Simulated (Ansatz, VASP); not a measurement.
**BeTe: VASP beside Ansatz**

The input INCAR:

```
ALGO = Fast
EDIFF = 1E-8
ENCUT = 520
GGA = PE
ISIF = 2
ISMEAR = -1
LASPH = T
LCHARG = F
LEFG = T
LREAL = F
LWAVE = F
NBANDS = 11
NELM = 80
PREC = Accurate
SIGMA = 0.05
```

The input KPOINTS:

```
k-points
0
Gamma
  11 11 11
```

Contents of POSCAR:

```
BeTe
1.0
    0.0000000000      2.8154179084      2.8154179084
    2.8154179084      0.0000000000      2.8154179084
    2.8154179084      2.8154179084      0.0000000000
Be Te
1 1
Direct
    0.0000000000      0.0000000000      0.0000000000
    0.7500000000      0.7500000000      0.7500000000
```

Input for Ansatz:

```yaml
crystal:
  lattice:
    - [0.0, 2.8154179084, 2.8154179084]
    - [2.8154179084, 0.0, 2.8154179084]
    - [2.8154179084, 2.8154179084, 0.0]
  atoms:
    - { symbol: Be, position: [0.0, 0.0, 0.0] }
    - { symbol: Te, position: [0.75, 0.75, 0.75] }
kpoints:
  mp_grid: { grid: [11, 11, 11] }
scf:
  occupations: { method: fermi_dirac, width: 0.05 }
hamiltonian:
  xc: pbe
  pseudopotentials: { kind: paw }
output:
  forces: true
  stress: true
  eigenvalues: true
  efg: { contact_densities: true }
```

Change from the starting cell: volume scaled by 1.05, PAW files.

Alike in both runs: task electric field gradients; functional PBE; k mesh 11 × 11 × 11; occupations fermi-dirac, width 0.05 eV; no spin polarisation.

|  | VASP | Ansatz |
| --- | --- | --- |
| version | VASP 6.6.1 | Ansatz 0.2.0 |
| potentials or method | VASP PAW PBE potentials, release 64 (Be, Te) | PAW with Ansatz's default frozen-core files, scalar-relativistic |
| plane-wave cutoff (eV) | 520 | 420 |
| valence electrons in the cell | 8 | 18 |

|  | VASP | Ansatz | Ansatz less VASP |
| --- | --- | --- | --- |
| gap on the k mesh at the Fermi level (eV) | 1.99 | 2.01 | +0.014 |
| pressure (GPa) | 1.2 | 1.0 | -0.14 |
| Vzz of the field gradient on the site that differs most (V/Å²) | 0.0 | 0.0 | 0.00 |

The two sets of potentials don't hold the same shells in valence. Ansatz warned: «gradients_without_spin_orbit».

Caveats: spin-orbit coupling is left out, which moves the levels of the heavy elements; an odd mesh through Γ misses points on the zone boundary, where band edges often lie.
